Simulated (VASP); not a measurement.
# BAs (F-43m) in VASP: band structure with PBE0

Aim: the band structure of BAs with PBE0.

All numbers are computed with VASP 6.6.1; they aren't measurements. Logs are shortened: lines on timing, memory, paths and dates and some standing lists are left out, and cuts for length are marked.

**1. Starting point**

The structure is cubic, space group F-43m (No. 216). Conventional cell: a = 4.816 Å, b = 4.816 Å, c = 4.816 Å, α = 90.00°, β = 90.00°, γ = 90.00°. Around B (site symmetry -43m) lie 4 As at 2.09 Å. As (site symmetry -43m) is surrounded by 4 B at 2.09 Å.

**2. Band structure, PBE0**

POSCAR reads:

```
BAs                                     
1.0
    0.0000000000      2.4082305153      2.4082305153
    2.4082305153      0.0000000000      2.4082305153
    2.4082305153      2.4082305153      0.0000000000
  B               As            
     1     1
Direct
     0.0000000000000000    0.0000000000000000    0.0000000000000000
     0.2500000000000000    0.2500000000000000    0.2500000000000000
```

INCAR.step1 reads:

```
ALGO     = Normal         # electronic algorithm
EDIFF    = 1E-5           # SCF threshold, eV
ENCUT    = 520            # plane-wave cutoff, eV
GGA      = PE             # functional
ISIF     = 2              # what is computed and relaxed
ISMEAR   = 0              # smearing method
KPAR     = 4            
LASPH    = T              # aspherical terms in the spheres
LCHARG   = F              # write CHGCAR
LREAL    = F              # projectors in reciprocal space
LWAVE    = T              # write WAVECAR
NELM     = 100            # most SCF steps
PREC     = Accurate       # precision mode
SIGMA    = 0.02           # smearing width, eV
```

INCAR.step2 reads:

```
AEXX     = 0.25           # exact-exchange fraction
ALGO     = Normal         # electronic algorithm
EDIFF    = 1E-7           # SCF threshold, eV
ENCUT    = 520            # plane-wave cutoff, eV
GGA      = PE             # functional
HFRCUT   = -1           
ISIF     = 2              # what is computed and relaxed
ISMEAR   = 0              # smearing method
ISTART   = 1            
KPAR     = 4            
LASPH    = T              # aspherical terms in the spheres
LCHARG   = F              # write CHGCAR
LHFCALC  = T              # exact exchange
LREAL    = F              # projectors in reciprocal space
LWAVE    = F              # write WAVECAR
NELM     = 100            # most SCF steps
PREC     = Accurate       # precision mode
PRECFOCK = Fast         
SIGMA    = 0.02           # smearing width, eV
```

KPOINTS reads:

```
k-points
0
Gamma
  6 6 6
```

KPOINTS_OPT reads:

```
path GXWKGLUWLK,UX
12
line-mode
reciprocal
 0.0000000000  0.0000000000  0.0000000000  G
 0.5000000000  0.0000000000  0.5000000000  X

 0.5000000000  0.0000000000  0.5000000000  X
 0.5000000000  0.2500000000  0.7500000000  W

 0.5000000000  0.2500000000  0.7500000000  W
 0.3750000000  0.3750000000  0.7500000000  K

 0.3750000000  0.3750000000  0.7500000000  K
 0.0000000000  0.0000000000  0.0000000000  G

 0.0000000000  0.0000000000  0.0000000000  G
 0.5000000000  0.5000000000  0.5000000000  L

 0.5000000000  0.5000000000  0.5000000000  L
 0.6250000000  0.2500000000  0.6250000000  U

 0.6250000000  0.2500000000  0.6250000000  U
 0.5000000000  0.2500000000  0.7500000000  W

 0.5000000000  0.2500000000  0.7500000000  W
 0.5000000000  0.5000000000  0.5000000000  L

 0.5000000000  0.5000000000  0.5000000000  L
 0.3750000000  0.3750000000  0.7500000000  K

 0.6250000000  0.2500000000  0.6250000000  U
 0.5000000000  0.0000000000  0.5000000000  X
```

Potentials or basis: VASP PAW PBE potentials, release 64 (B, As).

On the command line:

```console
> cat potpaw_PBE.64/B/POTCAR potpaw_PBE.64/As/POTCAR > POTCAR
> cp INCAR.step1 INCAR
> mpirun -np 4 vasp_std > vasp.out
> cp INCAR.step2 INCAR
> mpirun -np 4 vasp_std > vasp.out
```

OUTCAR:

```text
AEXX = 0.25
   EDIFF = 1E-7
   ENCUT = 520
   GGA = PE
   ISIF = 2
   ISMEAR = 0
   ISTART = 1
   LASPH = T
   LHFCALC = T
   LREAL = F
   NELM = 100
   PREC = Accurate
   PRECFOCK = Fast

 ion  position               nearest neighbor table
   1  0.000  0.000  0.000-   2 2.09   2 2.09   2 2.09   2 2.09
   2  0.250  0.250  0.250-   1 2.09   1 2.09   1 2.09   1 2.09

  LATTYP: Found a face centered cubic cell.
 ALAT       =     4.8164610306

  Lattice vectors:

 A1 = (   0.0000000000,   2.4082305153,   2.4082305153)
 A2 = (   2.4082305153,   0.0000000000,   2.4082305153)
 A3 = (   2.4082305153,   2.4082305153,   0.0000000000)

Analysis of symmetry for initial positions (statically):
=====================================================================
 Subroutine PRICEL returns:
 Original cell was already a primitive cell.

 Routine SETGRP: Setting up the symmetry group for a
 face centered cubic supercell.

 Subroutine GETGRP returns: Found 24 space group operations
 (whereof 24 operations were pure point group operations)
 out of a pool of 48 trial point group operations.

The static configuration has the point symmetry T_d .

Analysis of symmetry for dynamics (positions and initial velocities):
=====================================================================
 Subroutine PRICEL returns:
 Original cell was already a primitive cell.

 Routine SETGRP: Setting up the symmetry group for a
 face centered cubic supercell.

 Subroutine GETGRP returns: Found 24 space group operations
 (whereof 24 operations were pure point group operations)
 out of a pool of 48 trial point group operations.

The dynamic configuration has the point symmetry T_d .

 Subroutine INISYM returns: Found 24 space group operations
 (whereof 24 operations are pure point group operations),
 and found     1 'primitive' translations

----------------------------------------------------------------------------------------

                                     Primitive cell

  volume of cell :      27.9334

  direct lattice vectors                    reciprocal lattice vectors
     0.000000000  2.408230515  2.408230515    -0.207621321  0.207621321  0.207621321
     2.408230515  0.000000000  2.408230515     0.207621321 -0.207621321  0.207621321
     2.408230515  2.408230515  0.000000000     0.207621321  0.207621321 -0.207621321

  length of vectors
     3.405752256  3.405752256  3.405752256     0.359610676  0.359610676  0.359610676

  position of ions in fractional coordinates (direct lattice)
     0.000000000  0.000000000  0.000000000
     0.250000000  0.250000000  0.250000000

  ion indices of the primitive-cell ions
   primitive index   ion index
                 1           1
                 2           2

----------------------------------------------------------------------------------------

 KPOINTS: k-points

Automatic generation of k-mesh.
 Grid dimensions read from file:
 generate k-points for:    6    6    6

 Generating k-lattice:

  Cartesian coordinates                     Fractional coordinates (reciprocal lattice)
    -0.034603553  0.034603553  0.034603553     0.166666667  0.000000000  0.000000000
     0.034603553 -0.034603553  0.034603553     0.000000000  0.166666667  0.000000000
     0.034603553  0.034603553 -0.034603553     0.000000000  0.000000000  0.166666667

  Length of vectors
     0.059935113  0.059935113  0.059935113

  Shift w.r.t. Gamma in fractional coordinates (k-lattice)
     0.000000000  0.000000000  0.000000000

 Subroutine IBZKPT returns following result:
 ===========================================

 Found     16 irreducible k-points:

 Following reciprocal coordinates:
            Coordinates               Weight
  0.000000  0.000000  0.000000      1.000000
  0.166667  0.000000  0.000000      8.000000
  0.333333  0.000000  0.000000      8.000000
  0.500000  0.000000  0.000000      4.000000
  0.166667  0.166667  0.000000      6.000000
  0.333333  0.166667  0.000000     24.000000
[... 8 lines left out ...]
 -0.333333  0.333333  0.166667     24.000000
 -0.333333  0.500000  0.166667     12.000000
   k-points           NKPTS =     16   k-points in BZ     NKDIM =    216   number of bands    NBANDS=      8
   number of dos      NEDOS =    301   number of ions     NIONS =      2
   total plane-waves  NPLWV =  21952
   dimension x,y,z NGX =    28 NGY =   28 NGZ =   28
   dimension x,y,z NGXF=    56 NGYF=   56 NGZF=   56
   ions per type =               1   1
   NGX,Y,Z   is equivalent  to a cutoff of  13.67, 13.67, 13.67 a.u.
   NGXF,Y,Z  is equivalent  to a cutoff of  27.34, 27.34, 27.34 a.u.
 SYSTEM =  unknown system
   PREC   = accura    normal or accurate (medium, high low for compatibility)
   ISTART =      1    job   : 0-new  1-cont  2-samecut
   ICHARG =      0    charge: 1-file 2-atom 10-const
   ISPIN  =      1    spin polarized calculation?
   LNONCOLLINEAR =      F non collinear calculations
   LSORBIT =      F    spin-orbit coupling
   LASPH  =      T    aspherical Exc in radial PAW
   ENCUT  =  520.0 eV  38.22 Ry    6.18 a.u.   6.33  6.33  6.33*2*pi/ulx,y,z
   NELM   =    100;   NELMIN=  2; NELMDL=  0     # of ELM steps
   EDIFF  = 0.1E-06   stopping-criterion for ELM
   LREAL  =      F    real-space projection
   EDIFFG = 0.1E-05   stopping-criterion for IOM
   NSW    =      0    number of steps for IOM
   IBRION =     -1    ionic relax: 0-MD 1-quasi-New 2-CG
   NFREE  =      0    steps in history (QN), initial steepest desc. (CG)
   ISIF   =      2    stress and relaxation
   ISYM   =      3    0-nonsym 1-usesym 2-fastsym
   POTIM  = 0.5000    time-step for ionic-motion
   TEBEG  =    0.0;   TEEND  =   0.0 temperature during run
   PSTRESS=    0.0 pullay stress
   NELECT =       8.0000    total number of electrons
   NUPDOWN=      -1.0000    fix difference up-down
   EMIN   =  10.00;   EMAX   =-10.00  energy-range for DOS
   EFERMI =   0.00;   METHOD = LEGACY
   ISMEAR =     0;   SIGMA  =   0.02  broadening in eV -4-tet -1-fermi 0-gaus
   EFERMI_NEDOS =   21; number of points for ismear=-14 and -15
   IALGO  =     38    algorithm
   IMIX   =      1    mixing-type and parameters
     AMIX     =   0.40;   BMIX     =  1.00
     AMIX_MAG =   1.60;   BMIX_MAG =  1.00
  volume/ion in A,a.u.               =      13.97        94.25
  Fermi-wavevector in a.u.,A,eV,Ry     =   1.079104  2.039212 15.843524  1.164466
  Thomas-Fermi vector in A             =   2.215061
   LORBIT       =      0    0 simple, 1 ext, 2 COOP (PROOUT), +10 PAW based schemes
   GGA     = PE    functional components
   LHFCALC =     T    Hartree Fock is set to
   PRECFOCK=fast      Normal, Fast or Accurate (Low or Medium for compatibility)
   ENCUT4O =  -1.0   cutoff for four orbital integrals eV
   NKREDX  =     1    reduce k-point grid by
   NKREDY  =     1    reduce k-point grid by
   NKREDZ  =     1    reduce k-point grid by
   AEXX    =    0.2500 exact exchange contribution
   HFSCREEN=    0.0000 screening length (either q_TF or 0.3 A-1)
   HFSCREENC=   0.0000 screening length for correlation (either q_TF or 0.3 A-1)
   ENCUTFOCK=  -1.0 apply spherical cutoff to Coloumb kernel
   IVDW    =     0    specifies the selected vdW correction
   LEPSILON=     F    determine dielectric tensor
   LRPA    =     F    only Hartree local field effects (RPA)
 non-spin polarized calculation
 Gauss-broadening in eV      SIGMA  =   0.02
  energy-cutoff  :      520.00
  volume of cell :       27.93
 maximum number of plane-waves:       769
 NGX is ok and might be reduce to    28
  NGX = 16; NGY = 16; NGZ = 16

 number of electron       8.0000000 magnetization

 Free energy of the ion-electron system (eV)
  ---------------------------------------------------
  ext. energy  EPLUGINS =         0.00000000
  ---------------------------------------------------
  free energy    TOTEN  =       -14.14940826 eV

  energy without entropy =      -14.14940826  energy(sigma->0) =      -14.14940826

 E-fermi :   5.2283     XC(G=0):  -8.2788

 val. band max:        5.1131873852   @ k =   0.0000   0.0000   0.0000
 cond. band min:       7.7557641530   @ k =   0.3333   0.3333   0.0000
 fundamental gap:      2.6425767678
 Fermi energy:         5.2282847865

 k-point     1 :       0.0000    0.0000    0.0000
  band No.  band energies     occupation
      1     -11.7028      2.00000
      2       5.1132      2.00000
      3       5.1132      2.00000
      4       5.1132      2.00000
      5       9.8721      0.00000
      6       9.8721      0.00000
      7       9.8721      0.00000
      8      11.3548      0.00000

 k-point     2 :       0.1667    0.0000    0.0000
  band No.  band energies     occupation
      1     -11.2121      2.00000
      2       1.9231      2.00000
      3       4.3956      2.00000
      4       4.3956      2.00000
      5       9.8796      0.00000
      6      10.8164      0.00000
      7      10.8164      0.00000
      8      13.4537      0.00000

 k-point     3 :       0.3333    0.0000    0.0000
  band No.  band energies     occupation
      1      -9.8472      2.00000
      2      -2.2534      2.00000
      3       3.4810      2.00000
      4       3.4810      2.00000
      5       9.3965      0.00000
      6      11.5412      0.00000
      7      11.5412      0.00000
      8      15.6704      0.00000

 k-point     4 :       0.5000    0.0000    0.0000
  band No.  band energies     occupation
      1      -8.5977      2.00000
      2      -4.4875      2.00000
      3       3.1366      2.00000
      4       3.1366      2.00000
      5       9.2086      0.00000
      6      11.4858      0.00000
      7      11.4858      0.00000
      8      15.8020      0.00000

 k-point     5 :       0.1667    0.1667    0.0000
  band No.  band energies     occupation
      1     -11.0467      2.00000
      2       2.6087      2.00000
      3       3.3011      2.00000
      4       3.3011      2.00000
      5       8.7859      0.00000
      6      12.3715      0.00000
      7      12.3715      0.00000
      8      12.3881      0.00000
[... 89 lines left out ...]
 k-point    14 :       0.5000    0.3333    0.1667
  band No.  band energies     occupation
      1      -8.6700      2.00000
      2      -2.3359      2.00000
      3      -0.1208      2.00000
      4       1.6773      2.00000
      5      10.4311      0.00000
      6      11.9200      0.00000
      7      12.5805      0.00000
      8      16.0220      0.00000

 k-point    15 :      -0.3333    0.3333    0.1667
  band No.  band energies     occupation
      1      -7.5503      2.00000
      2      -3.7563      2.00000
      3      -0.7276      2.00000
      4       0.9824      2.00000
      5      11.0258      0.00000
      6      11.9222      0.00000
      7      14.4370      0.00000
      8      15.7547      0.00000

 k-point    16 :      -0.3333    0.5000    0.1667
  band No.  band energies     occupation
      1      -7.0109      2.00000
      2      -3.9837      2.00000
      3      -0.4132      2.00000
      4      -0.1987      2.00000
      5      10.3996      0.00000
      6      10.6496      0.00000
      7      15.5866      0.00000
      8      15.8239      0.00000

------------------------ aborting loop because EDIFF is reached ----------------------------------------

  FORCE on cell =-STRESS in cart. coord.  units (eV):
  Direction    XX          YY          ZZ          XY          YZ          ZX
  --------------------------------------------------------------------------------------
  -------------------------------------------------------------------------------------
  Total       -0.7161902     -0.7161902     -0.7161902     -0.0000000     -0.0000000     -0.0000000
  in kB      -41.0785220    -41.0785220    -41.0785220     -0.0000000     -0.0000000     -0.0000000
  external PRESSURE =     -41.0785220 kB  Pullay stress =       0.0000000 kB

 VOLUME and BASIS-vectors are now :
 -----------------------------------------------------------------------------
  energy-cutoff  :      520.00
  volume of cell :       27.93
      direct lattice vectors                 reciprocal lattice vectors
     0.000000000  2.408230515  2.408230515    -0.207621321  0.207621321  0.207621321
     2.408230515  0.000000000  2.408230515     0.207621321 -0.207621321  0.207621321
     2.408230515  2.408230515  0.000000000     0.207621321  0.207621321 -0.207621321

 POSITION                                       TOTAL-FORCE (eV/Angst)
 -----------------------------------------------------------------------------------
      0.00000      0.00000      0.00000         0.000000      0.000000      0.000000
      1.20412      1.20412      1.20412        -0.000000     -0.000000     -0.000000
 -----------------------------------------------------------------------------------
    total drift:                               -0.000000     -0.000000     -0.000000

  FREE ENERGIE OF THE ION-ELECTRON SYSTEM (eV)
  ---------------------------------------------------
  free  energy   TOTEN  =       -14.1494082589 eV

  energy  without entropy=      -14.1494082589  energy(sigma->0) =      -14.14940826
```

It took 2.5 min on 4 MPI ranks of Intel Xeon 6975P-C (Granite Rapids), shared host; peak memory 0.19 GiB.

What came out:

| Property | Result |
| --- | --- |
| Free energy | -14.1494 eV |
| Pressure | -4.1 GPa |
| Band gap on the k mesh | 2.64 eV, indirect (least direct gap 4.76 eV) |
| Band gap along the path | 2.55 eV, indirect (least direct gap 4.76 eV) |

Levels at the corners of the path, in eV from the valence-band top:
```tsv
point	band 2	band 3	band 4	band 5	band 6	band 7
Γ	0.00	0.00	0.00	4.76	4.76	4.76
X	-9.43	-4.40	-4.40	2.80	2.85	13.44
X	-9.43	-4.40	-4.40	2.80	2.85	13.44
W	-8.95	-5.89	-5.58	6.88	7.75	8.34
W	-8.95	-5.89	-5.58	6.88	7.75	8.34
K	-9.02	-6.39	-3.76	3.46	7.21	11.14
K	-9.02	-6.39	-3.76	3.46	7.21	11.14
Γ	0.00	0.00	0.00	4.76	4.76	4.76
Γ	0.00	0.00	0.00	4.76	4.76	4.76
L	-9.60	-1.98	-1.98	4.10	6.37	6.37
L	-9.60	-1.98	-1.98	4.10	6.37	6.37
U	-9.02	-6.39	-3.76	3.46	7.21	11.14
U	-9.02	-6.39	-3.76	3.46	7.21	11.14
W	-8.95	-5.89	-5.58	6.88	7.75	8.34
W	-8.95	-5.89	-5.58	6.88	7.75	8.34
L	-9.60	-1.98	-1.98	4.10	6.37	6.37
L	-9.60	-1.98	-1.98	4.10	6.37	6.37
K	-9.02	-6.39	-3.76	3.46	7.21	11.14
U	-9.02	-6.39	-3.76	3.46	7.21	11.14
X	-9.43	-4.40	-4.40	2.80	2.85	13.44
```

Caveat: the PAW data sets were made with another functional, which shifts forces and pressure a little; the mesh misses the band edges, which the band path finds closer together.
